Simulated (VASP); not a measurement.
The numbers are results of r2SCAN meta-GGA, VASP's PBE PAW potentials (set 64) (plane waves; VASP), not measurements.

VASP input:

POSCAR:
```
BaSnO3
1.0
  4.1357999885   0.0000000000   0.0000000000
  0.0000000000   4.1357999885   0.0000000000
  0.0000000000   0.0000000000   4.1357999885
Ba Sn O
1 1 3
Cartesian
  0.0000000000   0.0000000000   0.0000000000
  2.0678999942   2.0678999942   2.0678999942
  2.0678999942   0.0000000000   2.0678999942
  0.0000000000   2.0678999942   2.0678999942
  2.0678999942   2.0678999942   0.0000000000
```

**INCAR**
```
SIGMA=0.05
ENCUT=520   ! plane-wave cut-off (eV)
SYSTEM=BaSnO3
EDIFFG=-0.02   ! ionic stop
IBRION=2
LCHARG=.FALSE.
LMAXMIX=4
ALGO=Normal   ! blocked Davidson
NSW=60   ! most ionic steps
EDIFF=1E-6   ! SCF stop (eV)
NELM=100
ISMEAR=0
LREAL=.FALSE.
ISIF=3   ! ions, shape and volume
LASPH=.TRUE.   ! aspherical one-centre terms
PREC=Accurate
LMIXTAU=.TRUE.
METAGGA=R2SCAN
LWAVE=.FALSE.
```

### KPOINTS
```
K-points
0
G
 5 5 5
```

POTCAR, in this order: Ba_sv Sn_d O (PBE.64 set). Program: vasp_std.

Output of the run:

OSZICAR:
```
       N       E                     dE             d eps       ncg     rms          rms(c)
DAV:   1     0.409117012044E+03    0.40912E+03   -0.22527E+04   517   0.225E+03
DAV:   2    -0.458445632086E+02   -0.45496E+03   -0.44208E+03   581   0.574E+02
DAV:   3    -0.951418497308E+02   -0.49297E+02   -0.48883E+02   594   0.170E+02
DAV:   4    -0.969842463098E+02   -0.18424E+01   -0.18375E+01   626   0.340E+01
DAV:   5    -0.970505450035E+02   -0.66299E-01   -0.66257E-01   743   0.580E+00    0.136E+01
DAV:   6    -0.824413408487E+02    0.14609E+02   -0.16212E+01   764   0.654E+01    0.599E+00
DAV:   7    -0.804734837161E+02    0.19679E+01   -0.22201E+00   725   0.149E+01    0.300E+00
DAV:   8    -0.845244418606E+02   -0.40510E+01   -0.13777E+00   527   0.105E+01    0.170E+00
DAV:   9    -0.809749800754E+02    0.35495E+01   -0.82158E-01   506   0.731E+00    0.360E-01
DAV:  10    -0.812898013131E+02   -0.31482E+00   -0.15131E-01   573   0.338E+00    0.285E-01
DAV:  11    -0.812041914589E+02    0.85610E-01   -0.48411E-02   524   0.202E+00    0.899E-02
DAV:  12    -0.813227930072E+02   -0.11860E+00   -0.81683E-02   510   0.296E+00    0.111E-01
DAV:  13    -0.813258440291E+02   -0.30510E-02   -0.24403E-03   615   0.496E-01    0.671E-02
DAV:  14    -0.813308617130E+02   -0.50177E-02   -0.30273E-03   523   0.542E-01    0.291E-02
DAV:  15    -0.813314874175E+02   -0.62570E-03   -0.44981E-04   556   0.206E-01    0.146E-02
DAV:  16    -0.813314644719E+02    0.22946E-04   -0.15511E-05   767   0.303E-02    0.134E-02
DAV:  17    -0.813315021953E+02   -0.37723E-04   -0.24973E-05   758   0.438E-02    0.394E-03
DAV:  18    -0.813315551405E+02   -0.52945E-04   -0.19372E-05   589   0.510E-02    0.153E-03
DAV:  19    -0.813315550115E+02    0.12900E-06   -0.75584E-07   357   0.112E-02
   1 F= -.81331555E+02 E0= -.81331555E+02  d E =-.813316E+02
       N       E                     dE             d eps       ncg     rms          rms(c)
DAV:   1    -0.813754083998E+02   -0.43853E-01   -0.11987E+00   663   0.158E+01    0.147E+00
DAV:   2    -0.813384160329E+02    0.36992E-01   -0.13967E-01   625   0.348E+00    0.455E-01
DAV:   3    -0.813323922893E+02    0.60237E-02   -0.10221E-02   668   0.218E+00    0.185E-01
DAV:   4    -0.813308486094E+02    0.15437E-02   -0.50048E-03   730   0.142E+00    0.440E-02
DAV:   5    -0.813316119098E+02   -0.76330E-03   -0.88214E-04   585   0.311E-01    0.245E-02
DAV:   6    -0.813315159230E+02    0.95987E-04   -0.42442E-05   595   0.676E-02    0.186E-02
DAV:   7    -0.813314928107E+02    0.23112E-04   -0.10923E-04   511   0.113E-01    0.677E-03
DAV:   8    -0.813315025071E+02   -0.96964E-05   -0.12029E-04   513   0.109E-01    0.945E-03
DAV:   9    -0.813315609090E+02   -0.58402E-04   -0.23564E-05   534   0.469E-02    0.261E-03
DAV:  10    -0.813315629677E+02   -0.20587E-05   -0.27048E-06   510   0.151E-02    0.818E-04
DAV:  11    -0.813315632456E+02   -0.27786E-06   -0.25113E-07   287   0.579E-03
   2 F= -.81331563E+02 E0= -.81331563E+02  d E =-.823404E-05
       N       E                     dE             d eps       ncg     rms          rms(c)
DAV:   1    -0.813439428986E+02   -0.12380E-01   -0.29392E-01   663   0.767E+00    0.733E-01
DAV:   2    -0.813346325040E+02    0.93104E-02   -0.34482E-02   641   0.175E+00    0.227E-01
DAV:   3    -0.813331354974E+02    0.14970E-02   -0.25333E-03   654   0.112E+00    0.921E-02
DAV:   4    -0.813327764599E+02    0.35904E-03   -0.12116E-03   731   0.711E-01    0.219E-02
DAV:   5    -0.813329685061E+02   -0.19205E-03   -0.20620E-04   581   0.153E-01    0.123E-02
DAV:   6    -0.813329564484E+02    0.12058E-04   -0.10914E-05   592   0.340E-02    0.911E-03
DAV:   7    -0.813329751010E+02   -0.18653E-04   -0.24059E-05   511   0.536E-02    0.304E-03
DAV:   8    -0.813329765173E+02   -0.14163E-05   -0.26074E-05   510   0.510E-02    0.456E-03
DAV:   9    -0.813329895718E+02   -0.13055E-04   -0.53979E-06   512   0.226E-02    0.128E-03
DAV:  10    -0.813329906821E+02   -0.11103E-05   -0.53192E-07   380   0.690E-03    0.410E-04
DAV:  11    -0.813329907886E+02   -0.10646E-06   -0.15306E-07   266   0.395E-03
   3 F= -.81332991E+02 E0= -.81332991E+02  d E =-.143578E-02
```

**OUTCAR**
```
------------------------ aborting loop because EDIFF is reached ----------------------------------------
  FORCE on cell =-STRESS in cart. coord.  units (eV):
  Direction    XX          YY          ZZ          XY          YZ          ZX
  --------------------------------------------------------------------------------------
  Total       -0.0076374     -0.0076374     -0.0076374     -0.0000000      0.0000000     -0.0000000
  in kB       -0.1718631     -0.1718631     -0.1718631     -0.0000000      0.0000000     -0.0000000
  external PRESSURE =      -0.1718631 kB  Pullay stress =       0.0000000 kB
  volume of cell :       71.20
      direct lattice vectors                 reciprocal lattice vectors
     4.144687002  0.000000000 -0.000000000     0.241272743  0.000000000 -0.000000000
    -0.000000000  4.144687002 -0.000000000    -0.000000000  0.241272743  0.000000000
     0.000000000  0.000000000  4.144687002     0.000000000  0.000000000  0.241272743
 POSITION                                       TOTAL-FORCE (eV/Angst)
 -----------------------------------------------------------------------------------
      0.00000      0.00000      0.00000        -0.000000      0.000000     -0.000000
      2.07234      2.07234      2.07234         0.000000      0.000000     -0.000000
      2.07234      0.00000      2.07234        -0.000000      0.000000     -0.000000
      0.00000      2.07234      2.07234         0.000000      0.000000     -0.000000
      2.07234      2.07234     -0.00000        -0.000000      0.000000      0.000000
 -----------------------------------------------------------------------------------
    total drift:                                0.000000     -0.000000     -0.000000
  FREE ENERGIE OF THE ION-ELECTRON SYSTEM (eV)
  ---------------------------------------------------
  free  energy   TOTEN  =       -81.3329907886 eV

  energy  without entropy=      -81.3329907886  energy(sigma->0) =      -81.33299079

 reached required accuracy - stopping structural energy minimisation
```
(Selected blocks of OUTCAR.)

**CONTCAR**
```
BaSnO3
   1.00000000000000
     4.1446870018669077    0.0000000000000000   -0.0000000000000000
    -0.0000000000000000    4.1446870018669077   -0.0000000000000000
     0.0000000000000000    0.0000000000000000    4.1446870018669077
  Ba              Sn              O
     1     1     3
Direct
     0.0000000000000000    0.0000000000000000    0.0000000000000000
     0.5000000000000000    0.5000000000000000    0.5000000000000000
     0.5000000000000000    0.0000000000000000    0.5000000000000000
     0.0000000000000000    0.5000000000000000    0.5000000000000000
     0.5000000000000000    0.5000000000000000    0.0000000000000000
```

**OUTCAR**
```
 val. band max:        3.8539257410   @ k =   0.4000   0.4000   0.4000

 cond. band min:       5.3914323478   @ k =   0.0000   0.0000   0.0000


 Fermi energy:         4.0712433039

 k-point     1 :       0.0000    0.0000    0.0000
  band No.  band energies     occupation
      1     -21.7402      2.00000
      2     -17.3104      2.00000
      3     -17.3104      2.00000
      4     -16.3835      2.00000
      5     -16.3835      2.00000
      6     -16.3835      2.00000
      7     -14.5779      2.00000
      8     -11.7284      2.00000
      9     -11.7284      2.00000
     10      -6.5223      2.00000
     11      -6.5223      2.00000
     12      -6.5223      2.00000
     13      -0.5447      2.00000
     14      -0.5447      2.00000
     15      -0.5447      2.00000
     16       2.9219      2.00000
     17       2.9219      2.00000
     18       2.9219      2.00000
     19       3.4529      2.00000
     20       3.4529      2.00000
     21       3.4529      2.00000
     22       5.3914      0.00000
     23       9.4010      0.00000
     24       9.4010      0.00000
     25      11.8307      0.00000

 k-point     2 :       0.2000    0.0000    0.0000
  band No.  band energies     occupation
      1     -21.7132      2.00000
      2     -17.3091      2.00000
      3     -17.1994      2.00000
      4     -16.3896      2.00000
      5     -16.3896      2.00000
      6     -16.3832      2.00000
      7     -14.5077      2.00000
      8     -12.2086      2.00000
      9     -11.7212      2.00000
     10      -6.4576      2.00000
     11      -6.4576      2.00000
     12      -6.3988      2.00000
     13      -0.5840      2.00000
     14      -0.5787      2.00000
     15      -0.5787      2.00000
     16       2.6639      2.00000
     17       2.7094      2.00000
     18       2.8160      2.00000
     19       2.8160      2.00000
     20       3.3231      2.00000
     21       3.3231      2.00000
     22       6.7447      0.00000
     23      10.0097      0.00000
...
```

Unless said otherwise, spin-orbit coupling is left out, though it shifts the bands of the heavy elements here.

The compound is BaSnO3 in the cubic perovskite structure. This run relaxes it. Symmetry was kept, so distortions that lower it aren't found. The start is the result of an earlier pass.
